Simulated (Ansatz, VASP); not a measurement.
# TaSeS (TaSSe, 1T) in two plane-wave programs, part 2 of 3

Wanted: the spread between two codes on one cell, functional and k mesh. The cell is invented: As first built, before any earlier steps moved the atoms or strained the cell (in the runner's words): 3x3x1 conventional cells of the TaS2 type (27 atoms: 9 S, 9 Se, 9 Ta); S/Se share their sites, the best of 600 random draws by like-pair counts in two shells; start lattice by linear mixing of the end members' cells; atoms moved at random by 0.02 A. It may not be a known or stable phase. Of the first pair: The structure shown is the start of the Ansatz relaxation below; VASP solves that cell, so the two are compared at the walk's first step.

VASP 6.6.1 and Ansatz 0.2.0.

So far: Starting point; Ansatz: relaxation, PBE.

**3. VASP: single point, PBE, start cell, pair 1**

Level of this step: PBE; plane waves and PAW (S, Se, Ta_pv); invented cell (VASP).

The same cell, functional, mesh and smearing now go to VASP, with its own data sets.

Lines of VASP's logs that name or quote its potential files are left out, and so is its time.

File INCAR:

```
SYSTEM = TaSeS
PREC = Accurate
ENCUT = 400
EDIFF = 1E-06
NELM = 120
ISMEAR = 1
SIGMA = 0.15
LREAL = .FALSE.
ALGO = Normal
GGA = PE
NBANDS = 124
LASPH = .TRUE.
LORBIT = 11
LWAVE = .FALSE.
LCHARG = .FALSE.
ISIF = 2
GGA_COMPAT = .FALSE.
KPAR = 4
```

File POSCAR:

```
TaSeS
1.0
   10.3672900000     -0.0286700000     -0.0209300000
   -5.2084800000      8.9939000000      0.0257500000
   -0.0126700000      0.0106800000      6.7586000000
S Se Ta
9 9 9
Direct
    0.1083512170      0.2184818568      0.2249492326
    0.1154904087      0.5523835657      0.2086664897
    0.2182977307      0.4499836889      0.7912262734
    0.1144689498      0.8954220959      0.2008461392
    0.5585228213      0.1086987275      0.7666071214
    0.4476784740      0.8889105576      0.2399136602
    0.5563995919      0.7841185460      0.7648114093
    0.8830325258      0.1107363561      0.7644971458
    0.7789561911      0.8923032241      0.2384557076
    0.2210080932      0.1085485837      0.7641568629
    0.2265909866      0.7794764345      0.7456235065
    0.4417249772      0.2194353412      0.2420168147
    0.4436784715      0.5562846391      0.2483002191
    0.5591812910      0.4466834878      0.7776316936
    0.7801312819      0.2176127358      0.2695861006
    0.7778054513      0.5560065342      0.2277634865
    0.8886403518      0.4428548446      0.7570348490
    0.8874621674      0.7789556137      0.7579256763
    0.9805437858      0.0042310697      0.9979749995
    0.9836378904      0.3133987842      0.0022071912
    0.0115896608      0.6697797328      0.0093948071
    0.3534081116      0.9957548252      0.0012067803
    0.3216316967      0.3331849847      0.9914556621
    0.3520005023      0.6879299968      0.0017094033
    0.6669827565      0.0000864217      0.0042253904
    0.6688395774      0.3095118578      0.0053308203
    0.6650341363      0.6914075173      0.0015410619
```

File KPOINTS:

```
Automatic mesh
0
Gamma
3 3 4
0 0 0
```

PAW data sets: S, Se and Ta_pv (PBE family, release 64).

Command:

```sh
$ mpirun -np 4 vasp_std
```

Numbers of over 12 decimals in the logs are rounded to 6 here.

What it wrote:

```text
[banner, memory and clock lines left out]
running    4 mpi-ranks, on    1 nodes
 distrk:  each k-point on    1 cores,    4 groups
 distr:  one band on    1 cores,    1 groups

 POSCAR found type information on POSCAR S SeTa
 POSCAR found :  3 types and      27 ions
|                                                                             |
|               ----> ADVICE to this user running VASP <----                  |
|                                                                             |
|     You have a (more or less) 'large supercell' and for larger cells it     |
|     might be more efficient to use real-space projection operators.         |
|     Therefore, try LREAL= Auto in the INCAR file.                           |
|     Mind: For very accurate calculation, you might also keep the            |
|     reciprocal projection scheme (i.e. LREAL=.FALSE.).                      |
|                                                                             |

 LDA part: xc-table for (Slater+PW92), standard interpolation
 POSCAR, INCAR and KPOINTS ok, starting setup
 FFT: planning ... GRIDC
 FFT: planning ... GRID_SOFT
 FFT: planning ... GRID
 WAVECAR not read
 entering main loop
       N       E                     dE             d eps       ncg     rms          rms(c)
DAV:   1     0.155313811593E+04    0.15531E+04   -0.88288E+04  5320   0.125E+03
DAV:   2    -0.791095198404E+02   -0.16322E+04   -0.15851E+04  5636   0.327E+02
DAV:   3    -0.208090517589E+03   -0.12898E+03   -0.12568E+03  5696   0.833E+01
DAV:   4    -0.212849965414E+03   -0.47594E+01   -0.47066E+01  5624   0.162E+01
DAV:   5    -0.213040263856E+03   -0.19030E+00   -0.18995E+00  6336   0.299E+00    0.503E+01
DAV:   6    -0.201014748600E+03    0.12026E+02   -0.56407E+01  5512   0.197E+01    0.268E+01
DAV:   7    -0.200183451015E+03    0.83130E+00   -0.11089E+01  5416   0.814E+00    0.105E+01
DAV:   8    -0.199991200871E+03    0.19225E+00   -0.33549E+00  5960   0.618E+00    0.333E+00
DAV:   9    -0.199861704057E+03    0.12950E+00   -0.78434E-01  5812   0.253E+00    0.214E+00
DAV:  10    -0.199859690415E+03    0.20136E-02   -0.74005E-02  5672   0.758E-01    0.127E+00
DAV:  11    -0.199859415517E+03    0.27490E-03   -0.33030E-02  5968   0.628E-01    0.545E-01
DAV:  12    -0.199858295492E+03    0.11200E-02   -0.15148E-02  6000   0.493E-01    0.256E-01
DAV:  13    -0.199858313067E+03   -0.17575E-04   -0.27254E-03  5912   0.191E-01    0.186E-01
DAV:  14    -0.199858469867E+03   -0.15680E-03   -0.81600E-04  6096   0.930E-02    0.107E-01
DAV:  15    -0.199858559792E+03   -0.89926E-04   -0.28350E-04  6088   0.690E-02    0.438E-02
DAV:  16    -0.199858592090E+03   -0.32297E-04   -0.77535E-05  5880   0.350E-02    0.292E-02
DAV:  17    -0.199858601255E+03   -0.91651E-05   -0.15964E-05  5256   0.134E-02    0.213E-02
DAV:  18    -0.199858603824E+03   -0.25697E-05   -0.67109E-06  5120   0.789E-03    0.121E-02
DAV:  19    -0.199858604459E+03   -0.63450E-06   -0.16084E-06  3096   0.497E-03
   1 F= -.19985860E+03 E0= -.19985639E+03  d E =-.663969E-02
```

Parts of OUTCAR (step 3):

```text
ion  position               nearest neighbor table
   1  0.108  0.218  0.225-  19 2.47  23 2.48  20 2.48
   2  0.115  0.552  0.209-  21 2.40  24 2.55  20 2.57
   3  0.218  0.450  0.791-  23 2.39  20 2.55  24 2.57
   4  0.114  0.895  0.201-  21 2.41  22 2.54  19 2.58
   5  0.559  0.109  0.767-  26 2.43  22 2.43  25 2.52
   6  0.448  0.889  0.240-  22 2.42  24 2.42  25 2.53
   7  0.556  0.784  0.765-  27 2.41  24 2.44  25 2.53
   8  0.883  0.111  0.764-  19 2.42  20 2.43  25 2.53
   9  0.779  0.892  0.238-  27 2.42  19 2.43  25 2.53
  10  0.221  0.109  0.764-  23 2.54  19 2.68  22 2.72
  11  0.227  0.779  0.746-  24 2.61  22 2.61  21 2.63
  12  0.442  0.219  0.242-  22 2.60  26 2.60  23 2.69
  13  0.444  0.556  0.248-  27 2.60  24 2.61  23 2.66
  14  0.559  0.447  0.778-  23 2.58  27 2.68  26 2.70
  15  0.780  0.218  0.270-  26 2.55  20 2.57  25 2.66
  16  0.778  0.556  0.228-  21 2.56  26 2.68  27 2.70
  17  0.889  0.443  0.757-  26 2.60  20 2.61  21 2.66
  18  0.887  0.779  0.758-  27 2.60  19 2.61  21 2.70
  19  0.981  0.004  0.998-   8 2.42   9 2.43   1 2.47   4 2.58  18 2.61  10 2.68  20 3.20  25 3.23
                            27 3.25  23 3.47
  20  0.984  0.313  0.002-   8 2.43   1 2.48   3 2.55   2 2.57  15 2.57  17 2.61  19 3.20  26 3.24
                            25 3.26  23 3.41  21 3.57
  21  0.012  0.670  0.009-   2 2.40   4 2.41  16 2.56  11 2.63  17 2.66  18 2.70  24 3.44  22 3.46
                            20 3.57
  22  0.353  0.996  0.001-   6 2.42   5 2.43   4 2.54  12 2.60  11 2.61  10 2.72  24 3.19  25 3.23
                            26 3.25  21 3.46
  23  0.322  0.333  0.991-   3 2.39   1 2.48  10 2.54  14 2.58  13 2.66  12 2.69  20 3.41  19 3.47
                            24 3.54
  24  0.352  0.688  0.002-   6 2.42   7 2.44   2 2.55   3 2.57  11 2.61  13 2.61  22 3.19  27 3.23
                            25 3.24  21 3.44  23 3.54
  25  0.667  0.000  0.004-   5 2.52   8 2.53   9 2.53   7 2.53   6 2.53  15 2.66  27 3.20  26 3.21
                            22 3.23  19 3.23  24 3.24  20 3.26
  26  0.669  0.310  0.005-   5 2.43  15 2.55  17 2.60  12 2.60  16 2.68  14 2.70  25 3.21  20 3.24
                            22 3.25
  27  0.665  0.691  0.002-   7 2.41   9 2.42  18 2.60  13 2.60  14 2.68  16 2.70  25 3.20  24 3.23
                            19 3.25

  LATTYP: Found a triclinic cell.
 ALAT       =    10.3932268417
 B/A-ratio  =     0.9952187152
 C/A-ratio  =     0.6502908497
 COS(alpha) =     0.0009006547
 COS(beta)  =     0.0047844776
 COS(gamma) =     0.5001079099

 Subroutine GETGRP returns: Found  1 space group operations
 (whereof  1 operations were pure point group operations)

The static configuration has the point symmetry C_1 .

 Found     19 irreducible k-points:

   k-points           NKPTS =     19   k-points in BZ     NKDIM =     19   number of bands    NBANDS=    124

   dimension x,y,z NGX =    70 NGY =   70 NGZ =   48
   dimension x,y,z NGXF=   140 NGYF=  140 NGZF=   96

   ENCUT  =  400.0 eV  29.40 Ry    5.42 a.u.  16.91 16.95 11.02*2*pi/ulx,y,z

   NELECT =     207.0000    total number of electrons

 k-points in reciprocal lattice and weights: Automatic mesh
   0.00000000  0.00000000  0.00000000       0.028
   0.33333333  0.00000000 -0.00000000       0.056
  -0.00000000  0.33333333  0.00000000       0.056
   0.33333333  0.33333333  0.00000000       0.056
  -0.33333333  0.33333333  0.00000000       0.056
  -0.00000000  0.00000000  0.25000000       0.056
   0.33333333  0.00000000  0.25000000       0.056
  -0.33333333 -0.00000000  0.25000000       0.056
  -0.00000000  0.33333333  0.25000000       0.056
[...]
0.33333333  0.33333333  0.50000000       0.056
  -0.33333333  0.33333333  0.50000000       0.056

 average (electrostatic) potential at core
       1 -88.0547       2 -87.9091       3 -87.9216       4 -87.8689       5 -88.1180
       6 -88.1471       7 -88.1280       8 -88.1435       9 -88.1398      10 -54.3829
      11 -54.5919      12 -54.4668      13 -54.5197      14 -54.2853      15 -54.6609
      16 -54.2919      17 -54.5194      18 -54.4880      19 -39.8852      20 -39.8269
      21 -40.2389      22 -39.8415      23 -40.2404      24 -39.8146      25 -39.4900
      26 -39.8136      27 -39.8527

 E-fermi :   3.7873

 k-point     1 :       0.0000    0.0000    0.0000
  band No.  band energies     occupation
    ...
    101       3.2398      2.00000
    102       3.2742      2.00001
    103       3.3041      2.00005
    104       3.5233      2.03202
    105       3.5984      2.07056
    106       3.8648      0.24232
    107       4.1637     -0.00222
    108       4.1991     -0.00072
    109       4.8563     -0.00000
    110       4.9253     -0.00000
    ...

 k-point     2 :       0.3333    0.0000   -0.0000
  band No.  band energies     occupation
    ...
    100       2.9680      2.00000
    101       3.4063      2.00193
    102       3.4864      2.01566
    103       3.5255      2.03322
    104       3.7619      1.28286
    105       3.8445      0.40439
    106       4.0112     -0.05598
    107       4.4053     -0.00000
    108       4.5327     -0.00000
    109       4.6033     -0.00000
    ...

 k-point     3 :      -0.0000    0.3333    0.0000
  band No.  band energies     occupation
    ...
    101       3.4080      2.00203
    102       3.4636      2.00927
    103       3.5321      2.03695
    104       3.7507      1.40014
    105       3.8162      0.68057
    106       4.0140     -0.05429
    107       4.4060     -0.00000
    108       4.5715     -0.00000
    109       4.6439     -0.00000
    110       4.8899     -0.00000
    ...

  Total       -0.0641091      0.0768502      0.7016352      0.0260925     -0.0164233      0.0084214
  in kB       -0.1632522      0.1956971      1.7866964      0.0664438     -0.0418216      0.0214449
  external PRESSURE =       0.6063804 kB  Pullay stress =       0.0000000 kB

  energy-cutoff  :      400.00
  volume of cell :      629.17
      direct lattice vectors                 reciprocal lattice vectors
    10.367290000 -0.028670000 -0.020930000     0.096612133  0.055949029  0.000092703
    -5.208480000  8.993900000  0.025750000     0.000307618  0.111365119 -0.000175403
    -0.012670000  0.010680000  6.758600000     0.000298016 -0.000251034  0.147960592

 POSITION                                       TOTAL-FORCE (eV/Angst)
 -----------------------------------------------------------------------------------
     -0.01750      1.96430      1.52370        -0.006793     -0.002202      0.013233
     -1.68240      4.96700      1.42210        -0.000914     -0.003216      0.015196
     -0.09060      4.04930      5.35460        -0.003942      0.000079     -0.010155
     -3.47960      8.05220      1.37810         0.003423     -0.005859      0.013658
      5.21450      0.96980      5.17230         0.004261      0.002596     -0.007824
      0.00830      7.98450      1.63500        -0.004913      0.002584      0.014988
      1.67460      7.04450      5.17760         0.003258      0.000299     -0.018449
      8.56820      0.97880      5.15130        -0.001040     -0.001558     -0.011939
      3.42510      8.00550      1.61830        -0.001489     -0.007511      0.007167
      1.71620      0.97810      5.16280         0.004043     -0.011808     -0.029106
     -1.72020      7.01200      5.05470        -0.005191      0.001048     -0.033582
      3.43350      1.96350      1.63210        -0.002135     -0.002466      0.031940
      1.69920      4.99310      1.68320         0.003886      0.003437      0.031095
      3.46080      4.00970      5.25550         0.013978     -0.001308     -0.026356
      6.95100      1.93770      1.81130         0.001188      0.000303      0.033564
      5.16490      4.98080      1.53740        -0.006914      0.003478      0.022573
      6.89660      3.96560      5.10930        -0.004417      0.002153     -0.033439
      5.13380      6.98850      5.12400         0.005500      0.000793     -0.032670
     10.13090      0.02060      6.72450        -0.016754      0.013352      0.008863
      8.56530      2.79050      0.00240         0.013671     -0.013346     -0.000440
     -3.36850      6.02370      0.08050         0.015395      0.002577      0.020981
     -1.52250      8.94560      0.02640         0.014552      0.007386      0.004066
      1.58650      2.99800      6.70270        -0.026402      0.003741     -0.010345
      0.06620      6.17710      0.02190         0.004357      0.011661      0.006954
      6.91430     -0.01830      0.01460         0.000978     -0.009333     -0.006648
      5.32190      2.76460      0.03000         0.008231     -0.021592     -0.012153
      3.29340      6.19940      0.01430        -0.015815      0.024711      0.008830
 -----------------------------------------------------------------------------------
    total drift:                               -0.000436      0.000346     -0.000051

  FREE ENERGIE OF THE ION-ELECTRON SYSTEM (eV)
  ---------------------------------------------------
  free  energy   TOTEN  =      -199.8586044588 eV

  energy  without entropy=     -199.8519647738  energy(sigma->0) =     -199.85639123

 total charge
# of ion       s       p       d       tot
------------------------------------------
    1        1.354   2.371   0.000   3.724
    2        1.348   2.390   0.000   3.738
    3        1.350   2.385   0.000   3.735
    4        1.347   2.392   0.000   3.739
    5        1.355   2.366   0.000   3.721
    6        1.355   2.365   0.000   3.720
    7        1.355   2.366   0.000   3.721
    8        1.355   2.367   0.000   3.722
    9        1.355   2.366   0.000   3.721
   10        1.470   2.370   0.043   3.883
   11        1.475   2.349   0.050   3.875
   12        1.472   2.358   0.046   3.876
   13        1.473   2.356   0.047   3.876
   14        1.467   2.376   0.042   3.885
   15        1.475   2.347   0.055   3.877
   16        1.467   2.377   0.041   3.885
   17        1.473   2.357   0.048   3.878
   18        1.473   2.356   0.047   3.875
   19        0.302   6.198   2.264   8.764
   20        0.297   6.193   2.271   8.761
   21        0.320   6.194   2.187   8.701
   22        0.300   6.193   2.268   8.761
   23        0.320   6.196   2.184   8.701
   24        0.299   6.195   2.276   8.770
   25        0.275   6.180   2.342   8.798
   26        0.301   6.185   2.259   8.745
   27        0.304   6.193   2.260   8.757
--------------------------------------------------
tot         28.137  98.341  20.732 147.210

[... 3 further parts left out ...]
```

This run has no spin polarisation. Its electron count is odd, so without a moment it is a metal by construction. The k-mesh is coarse for a metal.

**4. Differences**

Known differences besides the potentials themselves: the data sets hold 441 valence electrons in Ansatz (on PAW files that the input asks for by source) and 207 in VASP; the cutoff is 580 eV in Ansatz and 400 eV in VASP. Total energies have different zeros and are not compared.

The largest component of a force difference here is 21 meV/Å.

**5. Ansatz: relaxation, PBE**

This run makes the geometry at which the two programs are then compared. The cell compared in this pair holds 631.69 Å³, against 629.17 Å³ for the pair before.

The structure compared here is the end of the Ansatz relaxation.

This is the run of step 2 again, met here at its other cell.

(Part 2 of 3 ends here.)

[Lines on the potential files, build, host, timing and source positions are cut from VASP's logs without a mark.]

[Logs are printed without paths, hosts, clocks, repeated set-up lines and the standing remarks that a program may print on its own settings, such as how far it seeks lower states.]

[Hosts, paths, dates, database ids (printed as entryN), source tags and the programs' standing remarks are cut or masked in the printed files.]
